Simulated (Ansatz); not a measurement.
# SnS: the cost of one run

Method: DFT PBE, scalar-relativistic, plane waves, PAW, in Ansatz 0.2.0.

1 further run of the same task is left out (set aside as unsound or not needed).

## 1. The structure to begin with

The structure is orthorhombic, space group Pnma (No. 62). Conventional cell: a = 11.446 Å, b = 4.023 Å, c = 4.454 Å, α = 90.00°, β = 90.00°, γ = 90.00°. Sn (site symmetry m) has 3 S at 2.66 to 2.69 Å as nearest neighbours. S (site symmetry m) is surrounded by 3 Sn at 2.66 to 2.69 Å.

Coordinates:

```
Sn S
1.0
    11.44550    0.00000    0.00000
     0.00000    4.02328    0.00000
     0.00000    0.00000    4.45420
Sn S
4 4
Direct
  0.12154 0.25000 0.13001
  0.37846 0.75000 0.63001
  0.62154 0.25000 0.36999
  0.87846 0.75000 0.86999
  0.84990 0.25000 0.47744
  0.65010 0.75000 0.97744
  0.34990 0.25000 0.02256
  0.15010 0.75000 0.52256
```

This cell was relaxed beforehand with the same method: volume 25.64 Å³/atom, gap on the mesh 1.05 eV.

## 2. Electronic structure at the relaxed geometry

input.yaml

```yaml
crystal:
  lattice:
    - [11.4455026159, 0.0, 0.0]
    - [0.0, 4.023284454, 0.0]
    - [0.0, 0.0, 4.4542025567]
  atoms:
    - { symbol: Sn, position: [0.1215422482, 0.25, 0.1300059313] }
    - { symbol: Sn, position: [0.3784577518, 0.75, 0.6300059313] }
    - { symbol: Sn, position: [0.6215422482, 0.25, 0.3699940687] }
    - { symbol: Sn, position: [0.8784577518, 0.75, 0.8699940687] }
    - { symbol: S, position: [0.8498958712, 0.25, 0.4774433427] }
    - { symbol: S, position: [0.6501041288, 0.75, 0.9774433427] }
    - { symbol: S, position: [0.3498958712, 0.25, 0.0225566573] }
    - { symbol: S, position: [0.1501041288, 0.75, 0.5225566573] }
basis:
  ecutwfc: 420
kpoints:
  mp_grid: { grid: [4, 8, 6] }
  band_path:
    path:
      - [[0.0, 0.0, 0.0], [0.5, 0.0, 0.0], [0.5, 0.5, 0.0], [0.0, 0.5, 0.0], [0.0, 0.0, 0.0], [0.0, 0.0, 0.5], [0.5, 0.0, 0.5], [0.5, 0.5, 0.5], [0.0, 0.5, 0.5], [0.0, 0.0, 0.5]]
      - [[0.5, 0.0, 0.0], [0.5, 0.0, 0.5]]
      - [[0.0, 0.5, 0.0], [0.0, 0.5, 0.5]]
      - [[0.5, 0.5, 0.0], [0.5, 0.5, 0.5]]
    npoints: 14
hamiltonian:
  xc: pbe
scf:
  occupations: { method: gaussian, width: 0.02 }
  n_extra_bands: 20
output:
  forces: true
  stress: true
  eigenvalues: true
  populations: true
  dos: { projected: true, de: 0.02, nscf_kmesh: { grid: [6, 12, 9] } }
  bader: true
  write_density: true
  write_potential: true
  elf: true
  volumetric_format: npy
```

The run is started by

```sh
ansatz run input.yaml --threads 4 --pin off --max-ram 10240MiB --backend cpu --events-out ev --progress --plain --runs-dir out
```

**Question.** How long does this run take on 4 threads of Arm Neoverse V1, shared host, and how much memory does it need?

About 68 s, with a peak of 1.4 GiB.
